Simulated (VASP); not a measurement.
Output of a VASP run:

### OSZICAR
```
       N       E                     dE             d eps       ncg     rms          rms(c)
DAV:   1     0.162628260318E+03    0.16263E+03   -0.15321E+04   512   0.164E+03
DAV:   2    -0.120763857204E+02   -0.17470E+03   -0.16869E+03   648   0.330E+02
DAV:   3    -0.184037537626E+02   -0.63274E+01   -0.63197E+01   704   0.666E+01
DAV:   4    -0.186180215980E+02   -0.21427E+00   -0.21426E+00   744   0.852E+00
DAV:   5    -0.186204645017E+02   -0.24429E-02   -0.24429E-02   696   0.931E-01    0.151E+01
DAV:   6    -0.170461628097E+02    0.15743E+01   -0.83676E+00   512   0.202E+01    0.129E+01
DAV:   7    -0.170437258493E+02    0.24370E-02   -0.21601E-01   696   0.414E+00    0.676E+00
DAV:   8    -0.170628835971E+02   -0.19158E-01   -0.41565E-02   648   0.255E+00    0.570E-01
DAV:   9    -0.170706221172E+02   -0.77385E-02   -0.11176E-02   656   0.756E-01    0.390E-01
DAV:  10    -0.170717968523E+02   -0.11747E-02   -0.12391E-03   560   0.273E-01    0.110E-01
DAV:  11    -0.170720056661E+02   -0.20881E-03   -0.20392E-04   584   0.101E-01    0.216E-02
DAV:  12    -0.170720262009E+02   -0.20535E-04   -0.33584E-05   640   0.404E-02    0.228E-02
DAV:  13    -0.170720258833E+02    0.31761E-06   -0.35844E-06   648   0.152E-02    0.426E-03
DAV:  14    -0.170720258311E+02    0.52248E-07   -0.26925E-07   552   0.444E-03
   1 F= -.16762511E+02 E0= -.16762511E+02  d E =-.167625E+02
```

**OUTCAR**
```
------------------------ aborting loop because EDIFF is reached ----------------------------------------
  FORCE on cell =-STRESS in cart. coord.  units (eV):
  Direction    XX          YY          ZZ          XY          YZ          ZX
  --------------------------------------------------------------------------------------
  Total        0.3219835      0.3219835      0.3219835      0.0000000      0.0000000     -0.0000000
  in kB       10.4028488     10.4028488     10.4028488      0.0000000      0.0000000     -0.0000000
  external PRESSURE =       0.4028488 kB  Pullay stress =      10.0000000 kB
  volume of cell :       49.59
      direct lattice vectors                 reciprocal lattice vectors
     0.000000000  2.915998599  2.915998599    -0.171467846  0.171467846  0.171467846
     2.915998599  0.000000000  2.915998599     0.171467846 -0.171467846  0.171467846
     2.915998599  2.915998599  0.000000000     0.171467846  0.171467846 -0.171467846
 POSITION                                       TOTAL-FORCE (eV/Angst)
 -----------------------------------------------------------------------------------
      0.00000      0.00000      0.00000         0.000000     -0.000000     -0.000000
      1.45800      1.45800      1.45800         0.000000      0.000000      0.000000
      4.37400      4.37400      4.37400        -0.000000     -0.000000     -0.000000
 -----------------------------------------------------------------------------------
    total drift:                                0.000000      0.000000      0.000000
  FREE ENERGIE OF THE ION-ELECTRON SYSTEM (eV)
  ---------------------------------------------------
  free  energy   TOTEN  =       -17.0720258311 eV

  energy  without entropy=      -17.0720258311  energy(sigma->0) =      -17.07202583
  enthalpy is  TOTEN    =       -16.7625110840 eV   P V=        0.3095147471

 reached required accuracy - stopping structural energy minimisation
```
(Selected blocks of OUTCAR.)

**POSCAR**
```
SrF2
1
   -0.0000000000     2.9159985988     2.9159985988
    2.9159985988     0.0000000000     2.9159985988
    2.9159985988     2.9159985988     0.0000000000
Sr F
1 2
Direct
  0.0000000000   1.0000000000   0.0000000000
  0.2500000000   0.2500000000   0.2500000000
  0.7500000000   0.7500000000   0.7500000000
```

Reconstruct the remaining input files.

This is not unique; one that fits is the input of the run itself, PBE GGA, plane waves, VASP's PBE PAW potentials (set 64).

File KPOINTS:
```
Automatic mesh
0
Gamma
6 6 6
0 0 0
```

INCAR:
```
ALGO=Normal
EDIFF=1E-7
EDIFFG=-0.01
ENCUT=600
GGA=PE
IBRION=2
ISIF=3
ISMEAR=0
LASPH=.TRUE.
LCHARG=.FALSE.
LMAXMIX=4
LREAL=.FALSE.
LWAVE=.FALSE.
NELM=100
NSW=40
PREC=Accurate
PSTRESS=10
SIGMA=0.05
SYSTEM=SrF2
```

POTCAR, in this order: Sr_sv F (PBE.64 set). Program: vasp_std.

The compound is SrF2 in the fluorite structure. It was relaxed first under an external pressure of 1 GPa.
